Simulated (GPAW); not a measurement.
Runs of GPAW 26.7.0 on ZrN. Symmetry: Fm-3m, No. 225, cubic system. Conventional cell: a = 4.600 Å, b = 4.600 Å, c = 4.600 Å, α = 90.00°, β = 90.00°, γ = 90.00°. Zr (site symmetry m-3m) is surrounded by 6 N at 2.30 Å. N (site symmetry m-3m) is surrounded by 6 Zr at 2.30 Å. 

| task | level | potentials or basis | spin | U | k mesh | cutoff (eV) | smearing | maxiter | fermi k mesh | band path | band points | U projector left unscaled | other keys | mesh quality | gap on the mesh (eV) | pressure (GPa) | moment (μB) |
| --- | --- | --- | --- | --- | --- | --- | --- | --- | --- | --- | --- | --- | --- | --- | --- | --- | --- |
| Fermi surface | revPBE+D4 | the program's PAW data sets (release 1.2.1) made for this functional, pw | off | - | 6 × 6 × 6 | 680 | fermi-dirac 0.01 eV | 150 | 10 × 10 × 10 | - | - | - | - | coarse | none | -10.6 | - |
| band structure | optPBE-vdW | GPAW PAW data sets (gpaw-data 1.2.1), pw | collinear, random start | - | 10 × 10 × 10 | 800 | fermi-dirac 0.05 eV | 150 | - | GXWKGLUWLK,UX | 80 | - | - | not flagged | - | - | 0.00 |
| electrostatic potential | r4SCAN+U | GPAW PAW data sets (gpaw-data 1.2.1), pw | off | Zr d U = 2 eV | 10 × 10 × 10 | 800 | fermi-dirac 0.05 eV | 150 | - | - | - | no | - | not flagged | none | 0.9 | - |
| single point | r2SCAN+U | GPAW PAW data sets (gpaw-data 1.2.1), pw | off | Zr d U = 3 eV | 10 × 10 × 10 | 800 | fermi-dirac 0.05 eV | 150 | - | - | - | no | - | not flagged | none | 4.7 | - |
| electron localisation function | revPBE | the program's PAW data sets (release 1.2.1) made for this functional, pw | off | - | 6 × 6 × 6 | 680 | fermi-dirac 0.01 eV | 150 | - | - | - | - | - | coarse | none | (b) | - |
| band structure | SCAN+U | GPAW PAW data sets (gpaw-data 1.2.1), pw | collinear, random start | Zr d U = 4 eV | 8 × 8 × 8 | 800 | fermi-dirac 0.05 eV | 50 | - | GXWKGLUWLK,UX | 60 | no | several, not listed | not flagged | - | (a) | 0.00 |

Alike in all rows: cell as given.

**Question.** Fill in the values left out.

**Answer.** (a) 6.5; (b) -1.8.

Caveats: some runs use coarse meshes; the PAW data sets were made with another functional, which shifts forces and pressure a little (some runs); the cutoff is short for stress and forces, so pressures can be off by a GPa or more (some runs); U without spin polarisation on a metal has little footing (some runs); pairwise dispersion overbinds metals, which lowers pressure and volume (some runs).

A k mesh can miss the band edges, and the runs leave out spin-orbit coupling on Zr.

A gap of «none» marks a metal or a gap under the smearing width.

Runs at the PBE level aren't shown here.
